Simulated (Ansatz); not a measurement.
# MgF2: the cell at several levels of theory

An exercise on one series of results from a longer session: the logs are not shown, and one member is left open.

Program: Ansatz 0.2.0. PAW datasets, plane waves, zero pressure. (Simulation; spin polarisation is off.)

### The system as given

It is tetragonal, P4_2/mnm (No. 136); a = 4.625 Å, c = 3.052 Å in the conventional setting, 10.88 Å³ an atom. Around Mg lie 6 F at 1.98–2.00 Å; around F lie 3 Mg at 1.98–2.00 Å.

Coordinates:

Space group P4_2/mnm (No. 136). a = 4.625 Å, b = 4.625 Å, c = 3.052 Å, α = 90.00°, β = 90.00°, γ = 90.00°
```tsv
atom	site	symmetry	x	y	z
Mg	2a	m.mm	0.0000	0.0000	0.0000
F	4f	m.2m	0.3030	0.3030	0.0000
```

The first run:

File input.yaml:

```yaml
crystal:
  lattice:
    - [4.625, 0.0, 0.0]
    - [0.0, 4.625, 0.0]
    - [0.0, 0.0, 3.052]
  atoms:
    - { symbol: Mg, position: [0.0, 0.0, 0.0] }
    - { symbol: Mg, position: [0.5, 0.5, 0.5] }
    - { symbol: F, position: [0.303, 0.303, 0.0] }
    - { symbol: F, position: [0.197, 0.803, 0.5] }
    - { symbol: F, position: [0.697, 0.697, 0.0] }
    - { symbol: F, position: [0.803, 0.197, 0.5] }
kpoints:
  mp_grid: { grid: [6, 6, 8] }
hamiltonian:
  xc: pbe
scf:
  occupations: { method: fermi_dirac, width: 0.02 }
relax:
  f_tol: 0.005
  cell: {}
```

Run with:

```bash
$ ansatz run input.yaml --threads 2 --pin off --max-ram 20275MiB --backend cpu --events-out ev --progress --plain --runs-dir out
```

Steps of the session up to this table: PBE: cell and atoms; Relaxation with r2SCAN; Relaxation with PBEsol; Relaxation with LDA.

One of the session's tables, all rows but one given; the rest of the session is left out.

It belongs to the step «The cells side by side». 

| level | a (Å) | c (Å) | volume (Å³/atom) |
| --- | --- | --- | --- |
| PBE | 4.698 | 3.093 | 11.376 |
| r2SCAN | ? | ? | ? |
| PBEsol | 4.639 | 3.063 | 10.985 |
| LDA | 4.556 | 3.012 | 10.421 |

Estimate the missing values for r2SCAN.

The run gave: a (Å): 4.622; c (Å): 3.046; volume (Å³/atom): 10.846. In the column «a (Å)» it lies between LDA (4.556) and PBEsol (4.639).

In words: The first relaxation changed the volume by +4.6 % from the start. LDA gives the smallest cell and PBE the largest; they differ by 9.2 % in volume, a mean of 3.0 % in length.
